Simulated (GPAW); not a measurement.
# Li (Im-3m) in GPAW: convergence with smearing function

Aim: find how far smearing function must go before the results for Li settle, at r2SCAN. This setting moves, with any that are tied to it; all else stays.

All numbers are computed with GPAW 26.7.0; they aren't measurements. Logs are shortened: lines on timing, memory, paths and dates and some standing lists are left out, and cuts for length are marked. The log counts tension as positive stress, the text compression.

## Step 1: The crystal as given

Symmetry: Im-3m, No. 229, cubic system. Conventional cell: a = 3.509 Å, b = 3.509 Å, c = 3.509 Å, α = 90.00°, β = 90.00°, γ = 90.00°. Li (site symmetry m-3m) is surrounded by 8 Li at 3.04 Å.

## Step 2: With smearing function fermi-dirac

File run.py:

```python
from ase.dft.bandgap import bandgap
from ase.io import read, write
from ase.units import GPa
from gpaw import GPAW, PW

atoms = read('POSCAR')

calc = GPAW(mode=PW(800),
            xc='MGGA_X_R2SCAN+MGGA_C_R2SCAN',
            kpts={'size': (11, 11, 11), 'gamma': True},
            occupations={'name': 'fermi-dirac', 'width': 0.1},
            nbands=6,
            convergence={'density': 1e-05, 'energy': 1e-05},
            maxiter=100,
            txt='gpaw.txt')
atoms.calc = calc
energy = atoms.get_potential_energy()
forces = atoms.get_forces()
stress = atoms.get_stress()
calc.write('gs.gpw')
write('result.traj', atoms)
print(f'Energy: {energy:.6f} eV')
print('Forces (eV/A):')
print(forces.round(4))
print('Stress (GPa):', (stress / GPa).round(3))
print('Fermi level:', round(calc.get_fermi_level(), 4), 'eV')
print(f'Gap: {bandgap(calc)[0]:.4f} eV, direct: {bandgap(calc, direct=True)[0]:.4f} eV')
```

File POSCAR:

```
Li
1.0
   -1.7546500000      1.7546500000      1.7546500000
    1.7546500000     -1.7546500000      1.7546500000
    1.7546500000      1.7546500000     -1.7546500000
Li
1
Direct
    0.0000000000      0.0000000000      0.0000000000
```

Potentials or basis: GPAW PAW data sets (gpaw-data 1.2.1), pw.

Started as:

```
OMP_NUM_THREADS=1 python run.py
```

It took 9.6 s on 1 thread of Arm Neoverse V2, shared host; peak memory 0.14 GiB.

It converged, with:

| Property | Result |
| --- | --- |
| Free energy | -2.3457 eV |
| Pressure | -0.3 GPa |
| Band gap on the k mesh | none (metal or under the smearing width) |

## Step 3: With smearing function gaussian

Changes to run.py since step 2:

```diff
@@ -10,3 +10,3 @@
             kpts={'size': (11, 11, 11), 'gamma': True},
-            occupations={'name': 'fermi-dirac', 'width': 0.1},
+            occupations={'name': 'methfessel-paxton', 'order': 0, 'width': 0.1},
             nbands=6,
```

POSCAR is that of step 2.

Potentials or basis: GPAW PAW data sets (gpaw-data 1.2.1), pw.

Started as:

```
OMP_NUM_THREADS=1 python run.py
```

Run time: 8.6 s. Hardware: 1 thread of Arm Neoverse V2, shared host; peak memory 0.14 GiB.

The run converged. Its results:

```yaml
Free_energy: -2.3403 eV
Pressure: -0.3 GPa
Band_gap_on_the_k_mesh: none (metal or under the smearing width)
```

## Step 4: With smearing function marzari-vanderbilt

Changes to run.py since step 3:

```diff
@@ -10,3 +10,3 @@
             kpts={'size': (11, 11, 11), 'gamma': True},
-            occupations={'name': 'methfessel-paxton', 'order': 0, 'width': 0.1},
+            occupations={'name': 'marzari-vanderbilt', 'width': 0.1},
             nbands=6,
```

POSCAR is that of step 3.

Started as:

```
OMP_NUM_THREADS=1 python run.py
```

Wall time 8.4 s (1 thread of Arm Neoverse V2, shared host); peak memory 0.14 GiB.

The run converged. Its results:

| Quantity | Value |
| --- | --- |
| Free energy | -2.3390 eV |
| Pressure | -0.3 GPa |
| Band gap on the k mesh | none (metal or under the smearing width) |

## Step 5: With smearing function methfessel-paxton

Changes to run.py since step 4:

```diff
@@ -10,3 +10,3 @@
             kpts={'size': (11, 11, 11), 'gamma': True},
-            occupations={'name': 'marzari-vanderbilt', 'width': 0.1},
+            occupations={'name': 'methfessel-paxton', 'width': 0.1, 'order': 1},
             nbands=6,
```

POSCAR is that of step 4.

Started as:

```
OMP_NUM_THREADS=1 python run.py
```

It took 8.4 s on 1 thread of Arm Neoverse V2, shared host; peak memory 0.14 GiB.

It converged, with:

- Free energy: -2.3391 eV
- Pressure: -0.3 GPa
- Band gap on the k mesh: none (metal or under the smearing width)

## Step 6: With smearing function tetrahedron-method

Changes to run.py since step 5:

```diff
@@ -10,3 +10,3 @@
             kpts={'size': (11, 11, 11), 'gamma': True},
-            occupations={'name': 'methfessel-paxton', 'width': 0.1, 'order': 1},
+            occupations={'name': 'tetrahedron-method'},
             nbands=6,
```

POSCAR is that of step 5.

Potentials or basis: GPAW PAW data sets (gpaw-data 1.2.1), pw.

Started as:

```
OMP_NUM_THREADS=1 python run.py
```

It took 10 s on 1 thread of Arm Neoverse V2, shared host; peak memory 0.14 GiB.

It converged, with:

```yaml
Free_energy: -2.2864 eV
Pressure: -0.2 GPa
Band_gap_on_the_k_mesh: none (metal or under the smearing width)
```

## Step 7: With smearing function improved-tetrahedron-method

Changes to run.py since step 6:

```diff
@@ -10,3 +10,3 @@
             kpts={'size': (11, 11, 11), 'gamma': True},
-            occupations={'name': 'tetrahedron-method'},
+            occupations={'name': 'improved-tetrahedron-method'},
             nbands=6,
```

POSCAR is that of step 6.

Potentials or basis: GPAW PAW data sets (gpaw-data 1.2.1), pw.

Started as:

```
OMP_NUM_THREADS=1 python run.py
```

gpaw.txt:

```text
__  _  _
 | _ |_)|_||  |
 |__||  | ||/\| - 26.7.0

Input parameters:
  mode=PW(ecut=800.0),
  convergence={'density': 1e-05, 'energy': 1e-05},
  kpts=MonkhorstPack(size=(11, 11, 11), gamma=True),
  maxiter=100,
  nbands=6,
  occupations=Occupations(name='improved-tetrahedron-method'),
  xc=XC(name='MGGA_X_R2SCAN+MGGA_C_R2SCAN')

Diagonalizing LCAO Hamiltonian
Converting LCAO to pw mode

       Li

Atoms  # Å, Bohr magnetons
|   | symbol |        x |        y |        z |    initial magnetic moments |
|---|--------|----------|----------|----------|-----------------------------|
| 0 |     Li | 0.000000 | 0.000000 | 0.000000 | ( 0.0000,  0.0000,  0.0000) |

Unit cell  # Å
| periodic |         x |         y |         z |  lengths |     angles |
|----------|-----------|-----------|-----------|----------|------------|
|      yes | -1.754650 |  1.754650 |  1.754650 | 3.039143 | 109.471221 |
|      yes |  1.754650 | -1.754650 |  1.754650 | 3.039143 | 109.471221 |
|      yes |  1.754650 |  1.754650 | -1.754650 | 3.039143 | 109.471221 |

Number of symmetries: 48
Symmetry operations  # r_c * U_cc + t_c -> r_c
|    | kind |            matrix            |
|----|------|------------------------------|
|  0 |  σ   |  1, 1, 1,  0, 0,-1,  0,-1, 0 |
|  1 |  C4  |  1, 1, 1,  0, 0,-1, -1, 0, 0 |
|  2 |  C2  |  1, 1, 1,  0,-1, 0,  0, 0,-1 |
|  3 |  S6  |  1, 1, 1,  0,-1, 0, -1, 0, 0 |
|  4 |  S6  |  1, 1, 1, -1, 0, 0,  0, 0,-1 |
|  5 |  C4  |  1, 1, 1, -1, 0, 0,  0,-1, 0 |
|  6 |  E   |  1, 0, 0,  0, 1, 0,  0, 0, 1 |
|  7 |  σ   |  1, 0, 0,  0, 1, 0, -1,-1,-1 |
|  8 |  σ   |  1, 0, 0,  0, 0, 1,  0, 1, 0 |
|  9 |  C3  |  1, 0, 0,  0, 0, 1, -1,-1,-1 |
| 10 |  C3  |  1, 0, 0, -1,-1,-1,  0, 1, 0 |
| 11 |  σ   |  1, 0, 0, -1,-1,-1,  0, 0, 1 |
| 12 |  σ   |  0, 1, 0,  1, 0, 0,  0, 0, 1 |
| 13 |  C2  |  0, 1, 0,  1, 0, 0, -1,-1,-1 |
| 14 |  C3  |  0, 1, 0,  0, 0, 1,  1, 0, 0 |
| 15 |  S4  |  0, 1, 0,  0, 0, 1, -1,-1,-1 |
| 16 |  S4  |  0, 1, 0, -1,-1,-1,  1, 0, 0 |
[... 118 lines left out ...]
  Fourier metric: weight=20.0, sigma=0.015

occupation numbers:
  TetrahedronMethod(rcell=[[-2.3451958167768567e-18, 0.28495711395434986, 0.28495711395434986], [0.28495711395434986, 0.0, 0.28495711395434986], [0.28495711395434986, 0.28495711395434986, 0.0]], size=[11, 11, 11], bz2ibzmap=[55, 54, 53, 52, 51, 51, 52, 53, 54, 55, 50, 54, 49, 48, 47, 46, 47, 48, 49, 54, 45, 45, 53, 48, 44, 43, 43, 44, 48, 53, 42, 41, 42, 52, 47, 43, 40, 43, 47, 52, 39, 38, 38, 39, 51, 46, 43, 43, 46, 51, 37, 36, 35, 36, 37, 51, 47, 44, 47, 51, 34, 33, 32, 32, 33, 34, 52, 48, 48, 52, 37, 33, 31, 30, 31, 33, 37, 53, 49, 53, 39, 36, 32, 30, 30, 32, 36, 39, 54, 54, 42, 38, 35, 32, 31, 32, 35, 38, 42, 55, 45, 41, 38, 36, 33, 33, 36, 38, 41, 45, 50, 45, 42, 39, 37, 34, 37, 39, 42, 45, 50, 54, 49, 48, 47, 46, 47, 48, 49, 54, 45, 45, 49, 29, 28, 27, 27, 28, 29, 49, 41, 26, 41, 48, 28, 25, 24, 25, 28, 48, 38, 23, 23, 38, 47, 27, 24, 24, 27, 47, 36, 22, 21, 22, 36, 46, 27, 25, 27, 46, 33, 20, 19, 19, 20, 33, 47, 28, 28, 47, 33, 18, 17, 16, 17, 18, 33, 48, 29, 48, 36, 20, 17, 15, 15, 17, 20, 36, 49, 49, 38, 22, 19, 16, 15, 16, 19, 22, 38, 54, 41, 23, 21, 19, 17, 17, 19, 21, 23, 41, 45, 26, 23, 22, 20, 18, 20, 22, 23, 26, 45, 45, 41, 38, 36, 33, 33, 36, 38, 41, 45, 55, 53, 48, 44, 43, 43, 44, 48, 53, 42, 41, 42, 48, 28, 25, 24, 25, 28, 48, 38, 23, 23, 38, 44, 25, 14, 14, 25, 44, 35, 21, 13, 21, 35, 43, 24, 14, 24, 43, 32, 19, 12, 12, 19, 32, 43, 25, 25, 43, 31, 17, 11, 10, 11, 17, 31, 44, 28, 44, 32, 17, 9, 8, 8, 9, 17, 32, 48, 48, 35, 19, 11, 8, 7, 8, 11, 19, 35, 53, 38, 21, 12, 10, 8, 8, 10, 12, 21, 38, 42, 23, 13, 12, 11, 9, 11, 12, 13, 23, 42, 41, 23, 21, 19, 17, 17, 19, 21, 23, 41, 54, 42, 38, 35, 32, 31, 32, 35, 38, 42, 54, 54, 52, 47, 43, 40, 43, 47, 52, 39, 38, 38, 39, 47, 27, 24, 24, 27, 47, 36, 22, 21, 22, 36, 43, 24, 14, 24, 43, 32, 19, 12, 12, 19, 32, 40, 24, 24, 40, 30, 16, 10, 6, 10, 16, 30, 43, 27, 43, 30, 15, 8, 5, 5, 8, 15, 30, 47, 47, 32, 16, 8, 4, 3, 4, 8, 16, 32, 52, 36, 19, 10, 5, 3, 3, 5, 10, 19, 36, 39, 22, 12, 6, 5, 4, 5, 6, 12, 22, 39, 38, 21, 12, 10, 8, 8, 10, 12, 21, 38, 53, 38, 22, 19, 16, 15, 16, 19, 22, 38, 49, 49, 39, 36, 32, 30, 30, 32, 36, 39, 53, 49, 53, 51, 46, 43, 43, 46, 51, 37, 36, 35, 36, 37, 46, 27, 25, 27, 46, 33, 20, 19, 19, 20, 33, 43, 25, 25, 43, 31, 17, 11, 10, 11, 17, 31, 43, 27, 43, 30, 15, 8, 5, 5, 8, 15, 30, 46, 46, 31, 15, 7, 3, 2, 3, 7, 15, 31, 51, 33, 17, 8, 3, 1, 1, 3, 8, 17, 33, 37, 20, 11, 5, 2, 1, 2, 5, 11, 20, 37, 36, 19, 10, 5, 3, 3, 5, 10, 19, 36, 52, 35, 19, 11, 8, 7, 8, 11, 19, 35, 48, 48, 36, 20, 17, 15, 15, 17, 20, 36, 48, 29, 48, 37, 33, 31, 30, 31, 33, 37, 52, 48, 48, 52, 51, 47, 44, 47, 51, 34, 33, 32, 32, 33, 34, 47, 28, 28, 47, 33, 18, 17, 16, 17, 18, 33, 44, 28, 44, 32, 17, 9, 8, 8, 9, 17, 32, 47, 47, 32, 16, 8, 4, 3, 4, 8, 16, 32, 51, 33, 17, 8, 3, 1, 1, 3, 8, 17, 33, 34, 18, 9, 4, 1, 0, 1, 4, 9, 18, 34, 33, 17, 8, 3, 1, 1, 3, 8, 17, 33, 51, 32, 16, 8, 4, 3, 4, 8, 16, 32, 47, 47, 32, 17, 9, 8, 8, 9, 17, 32, 44, 28, 44, 33, 18, 17, 16, 17, 18, 33, 47, 28, 28, 47, 34, 33, 32, 32, 33, 34, 51, 47, 44, 47, 51, 52, 48, 48, 52, 37, 33, 31, 30, 31, 33, 37, 48, 29, 48, 36, 20, 17, 15, 15, 17, 20, 36, 48, 48, 35, 19, 11, 8, 7, 8, 11, 19, 35, 52, 36, 19, 10, 5, 3, 3, 5, 10, 19, 36, 37, 20, 11, 5, 2, 1, 2, 5, 11, 20, 37, 33, 17, 8, 3, 1, 1, 3, 8, 17, 33, 51, 31, 15, 7, 3, 2, 3, 7, 15, 31, 46, 46, 30, 15, 8, 5, 5, 8, 15, 30, 43, 27, 43, 31, 17, 11, 10, 11, 17, 31, 43, 25, 25, 43, 33, 20, 19, 19, 20, 33, 46, 27, 25, 27, 46, 37, 36, 35, 36, 37, 51, 46, 43, 43, 46, 51, 53, 49, 53, 39, 36, 32, 30, 30, 32, 36, 39, 49, 49, 38, 22, 19, 16, 15, 16, 19, 22, 38, 53, 38, 21, 12, 10, 8, 8, 10, 12, 21, 38, 39, 22, 12, 6, 5, 4, 5, 6, 12, 22, 39, 36, 19, 10, 5, 3, 3, 5, 10, 19, 36, 52, 32, 16, 8, 4, 3, 4, 8, 16, 32, 47, 47, 30, 15, 8, 5, 5, 8, 15, 30, 43, 27, 43, 30, 16, 10, 6, 10, 16, 30, 40, 24, 24, 40, 32, 19, 12, 12, 19, 32, 43, 24, 14, 24, 43, 36, 22, 21, 22, 36, 47, 27, 24, 24, 27, 47, 39, 38, 38, 39, 52, 47, 43, 40, 43, 47, 52, 54, 54, 42, 38, 35, 32, 31, 32, 35, 38, 42, 54, 41, 23, 21, 19, 17, 17, 19, 21, 23, 41, 42, 23, 13, 12, 11, 9, 11, 12, 13, 23, 42, 38, 21, 12, 10, 8, 8, 10, 12, 21, 38, 53, 35, 19, 11, 8, 7, 8, 11, 19, 35, 48, 48, 32, 17, 9, 8, 8, 9, 17, 32, 44, 28, 44, 31, 17, 11, 10, 11, 17, 31, 43, 25, 25, 43, 32, 19, 12, 12, 19, 32, 43, 24, 14, 24, 43, 35, 21, 13, 21, 35, 44, 25, 14, 14, 25, 44, 38, 23, 23, 38, 48, 28, 25, 24, 25, 28, 48, 42, 41, 42, 53, 48, 44, 43, 43, 44, 48, 53, 55, 45, 41, 38, 36, 33, 33, 36, 38, 41, 45, 45, 26, 23, 22, 20, 18, 20, 22, 23, 26, 45, 41, 23, 21, 19, 17, 17, 19, 21, 23, 41, 54, 38, 22, 19, 16, 15, 16, 19, 22, 38, 49, 49, 36, 20, 17, 15, 15, 17, 20, 36, 48, 29, 48, 33, 18, 17, 16, 17, 18, 33, 47, 28, 28, 47, 33, 20, 19, 19, 20, 33, 46, 27, 25, 27, 46, 36, 22, 21, 22, 36, 47, 27, 24, 24, 27, 47, 38, 23, 23, 38, 48, 28, 25, 24, 25, 28, 48, 41, 26, 41, 49, 29, 28, 27, 27, 28, 29, 49, 45, 45, 54, 49, 48, 47, 46, 47, 48, 49, 54, 50, 45, 42, 39, 37, 34, 37, 39, 42, 45, 50, 45, 41, 38, 36, 33, 33, 36, 38, 41, 45, 55, 42, 38, 35, 32, 31, 32, 35, 38, 42, 54, 54, 39, 36, 32, 30, 30, 32, 36, 39, 53, 49, 53, 37, 33, 31, 30, 31, 33, 37, 52, 48, 48, 52, 34, 33, 32, 32, 33, 34, 51, 47, 44, 47, 51, 37, 36, 35, 36, 37, 51, 46, 43, 43, 46, 51, 39, 38, 38, 39, 52, 47, 43, 40, 43, 47, 52, 42, 41, 42, 53, 48, 44, 43, 43, 44, 48, 53, 45, 45, 54, 49, 48, 47, 46, 47, 48, 49, 54, 50, 55, 54, 53, 52, 51, 51, 52, 53, 54, 55], parallel_layout=<1x1x1>)

poisson solver:
  ecut: 6400.0  # eV

xc functional:
  name: MGGA_X_R2SCAN+MGGA_C_R2SCAN with 2 nearest neighbor stencil

convergence criteria:
- Maximum integral of absolute [dens]ity change: 1e-05 electrons / valence electron
- Maximum [total energy] change in last 3 cyles: 1e-05 eV / valence electron
- Maximum integral of absolute [eigenst]ate change: 4e-08 eV^2 / valence electron
maximum number of iterations: 100

SCF iterations
|iter     | |      energy | eigst |  dens |
|---------|-|-------------|-------|-------|
|iter:   1| |   -2.337750 | -0.10 |       |
|iter:   2| |   -2.324739 | -2.40 | -1.16 |
|iter:   3| |   -2.335191 | -2.50 | -1.16 |
|iter:   4| |   -2.335465 | -3.80 | -1.39 |
|iter:   5| |   -2.335515 | -5.20 | -2.36 |
|iter:   6| |   -2.335516 | -6.64 | -3.64 |
|iter:   7| |   -2.335516c| -8.02c| -4.31 |
|iter:   8| |   -2.335516c| -8.62c| -5.05c|

Converged in 8 steps
Energy contributions relative to reference atoms: (reference = -202.787820)

Energy contributions:
  Kinetic:           1.354147
  Coulomb:          -1.215515
  Zero:             -0.008589
  External:          0.000000
  Xc:               -2.465558
  Entropy:           0.000000
  Spinorbit:         0.000000
  ----------------------------
  Free energy:      -2.335516
  Extrapolated:     -2.335516

dipole moment: (-1.008225, -1.008225, -1.008225)  # |e|*Ang

Fermi level: 0.284
Eigenvalues  # (at kpt = [0.000, 0.000, 0.000])
| band index |      eig [eV] | occ [0-2] |
|------------|---------------|-----------|
|          0 |        -3.593 |     2.000 |
|          1 |        15.791 |     0.000 |
|          2 |        15.791 |     0.000 |
|          3 |        15.791 |     0.000 |
|          4 |        20.209 |     0.000 |
|          5 |        20.276 |     0.000 |

No gap
No difference between direct/indirect transitions

Forces  # eV/Ang
|        x |       y |        z |
|----------|---------|----------|
| -0.00000 | 0.00000 | -0.00000 |  # Li   0

Stress tensor  # eV/Ang^3
|        x |        y |        z |
|----------|----------|----------|
| 0.001800 | 0.000000 | 0.000000 |
| 0.000000 | 0.001800 | 0.000000 |
| 0.000000 | 0.000000 | 0.001800 |

# Writing to gs.gpw (mode='')
```

It took 9.5 s on 1 thread of Arm Neoverse V2, shared host; peak memory 0.14 GiB.

What came out:

```yaml
Free_energy: -2.3355 eV
Pressure: -0.3 GPa
Band_gap_on_the_k_mesh: none (metal or under the smearing width)
```

## Step 8: Summary

```tsv
smearing function	energy less the tightest run, at zero smearing (meV/atom)	pressure (GPa)	SCF cycles	CPU time (s)	peak memory (GiB)
fermi-dirac	-3.86	-0.28	8	9.6	0.14
gaussian	-3.61	-0.29	8	8.6	0.14
marzari-vanderbilt	-3.45	-0.28	8	8.4	0.14
methfessel-paxton	-3.33	-0.28	8	8.4	0.14
tetrahedron-method	49.08	-0.15	9	10	0.14
improved-tetrahedron-method	0.00	-0.29	8	9.5	0.14
```

Not settled before the last step: the energy (to 1 meV/atom), the pressure (to 0.1 GPa). Narrower smearing needs a denser k mesh, so at a fixed mesh the narrowest width isn't the most accurate. The tightest run that finished is the yardstick and may itself not be fully converged.

Caveats: the PAW data sets were made with another functional, which shifts forces and pressure a little.
